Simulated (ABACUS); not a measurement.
Runs of ABACUS 3.10.1 on CdS (Greenockite). Symmetry: P6_3mc, No. 186, hexagonal system. The conventional cell has a = 4.150 Å, b = 4.150 Å, c = 6.737 Å, α = 90.00°, β = 90.00°, γ = 120.00°. Cd (site symmetry 3m) has 4 S at 2.53 to 2.54 Å as nearest neighbours. S (site symmetry 3m) is surrounded by 4 Cd at 2.53 to 2.54 Å. 

```tsv
potentials or basis	cutoff (eV)	radial cutoff of the potentials (pseudo_rcut)	gap on the mesh (eV)	pressure (GPa)	largest force (eV/Å)
PseudoDojo NC SR 0.5 PBE standard, plane waves	1401	7 bohr	1.19	2.1	0.07
GBRV ultrasoft 1.5 PBE, plane waves	544	10 bohr	1.16	2.2	0.07
PseudoDojo NC SR 0.4.1 PBE standard, plane waves	1401	7 bohr	1.19	2.1	0.07
PseudoDojo NC SR 0.5 PBE stringent, plane waves	1646	7 bohr	1.19	2.1	0.07
SG15 ONCV 1.2 PBE, plane waves	1401	7 bohr	1.20	(a)	0.07
SPMS ONCV 1.0 PBE, plane waves	1401	7 bohr	1.20	2.2	0.07
```

Alike in all rows: task single point; level PBE; no spin polarisation; cell as given; k mesh 5 × 5 × 3; smearing fermi-dirac 0.05 eV.

Problem. Estimate the missing entries.

Solution. (a) 2.3.

Caveats: there are fewer bands than atomic start orbitals, so a level may be missed at k points of high symmetry (some runs).

A k mesh can miss the band edges, and the runs leave out spin-orbit coupling on Cd.

The runs don't all hold the same shells in valence.
